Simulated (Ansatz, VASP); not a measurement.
**One calculation of Pd, two programs**

```xyz
1
Lattice="0.0000 1.9211 1.9211 1.9211 0.0000 1.9211 1.9211 1.9211 0.0000" Properties=species:S:1:pos:R:3 pbc="T T T"
Pd    0.0000    0.0000    0.0000
```

Alike in both runs: task single point; functional LDA; k mesh 11 × 11 × 11; occupations fermi-dirac, width 0.1 eV; no spin polarisation.

```csv
,VASP,Ansatz
version,VASP 6.6.1,Ansatz 0.2.0
potentials or method,"VASP PAW LDA potentials, release 64 (Pd)","plane waves (420 eV) with PAW, scalar-relativistic"
plane-wave cutoff (eV),520,420
valence electrons in the cell,10,18
```

|  | VASP | Ansatz | Ansatz less VASP |
| --- | --- | --- | --- |
| pressure (GPa) | 0.5 | 0.2 | -0.28 |

The two sets of potentials don't hold the same shells in valence. Ansatz warned: «pseudo_functional_mismatch».
